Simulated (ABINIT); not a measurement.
Runs of ABINIT 10.8.3 (patched build) on MgS (Niningerite). The structure is cubic, space group Fm-3m (No. 225). The conventional cell has a = 5.203 Å, b = 5.203 Å, c = 5.203 Å, α = 90.00°, β = 90.00°, γ = 90.00°. Around S (site symmetry m-3m) lie 6 Mg at 2.60 Å. Around Mg (site symmetry m-3m) lie 6 S at 2.60 Å. 

```tsv
task	level	potentials or basis	cell	k mesh	cutoff (eV)	smearing	cell freedom (optcell)	optimiser (ionmov)	cutoff smearing ecutsm (Ha)	force stop (Ha/bohr)	stop of the response cycle (tolvrs)	gap on the mesh (eV)	pressure (GPa)
relaxation of cell and atoms	LDA	PseudoDojo NC SR LDA v0.4.1 standard	relaxed	7 × 7 × 7	1143	fermi-dirac 0.05 eV	2	2	0.5	2e-05	-	(a)	0.0
dielectric tensor	PBE	PseudoDojo NC SR PBE v0.4.1 standard	cell relaxed	4 × 4 × 4, with 4 shifts	1143	fixed	-	-	0.5	-	1e-09	-	0.0
one-shot levels of the hybrid HSE06	LDA	PseudoDojo NC SR LDA v0.4.1 standard	cell relaxed at zero pressure by an earlier run	6 × 6 × 6	1143	fixed	-	-	0.5	-	-	(b)	-
positron lifetime	PBEsol	JTH PAW PBE v2.0	as given	6 × 6 × 6	408	fermi-dirac 0.05 eV	-	-	-	-	-	2.71	-
single point	PBEsol	PseudoDojo NC SR PBEsol v0.4.1 standard	as given	7 × 7 × 7	1034	fermi-dirac 0.05 eV	-	-	-	-	-	2.91	-1.4
```

Alike in all rows: no spin polarisation.

Problem. Estimate the missing entries.

Solution. (a) 2.87; (b) 2.65.

Caveats: an odd mesh through Γ misses points on the zone boundary, where band edges often lie (some runs); Libxc's HSE differs a little from that of other programs (some runs); this build's HSE levels may be imprecise (some runs); the PAW basis is incomplete for the positron (some runs); the PAW data sets were made with another functional, which shifts forces and pressure a little (some runs).
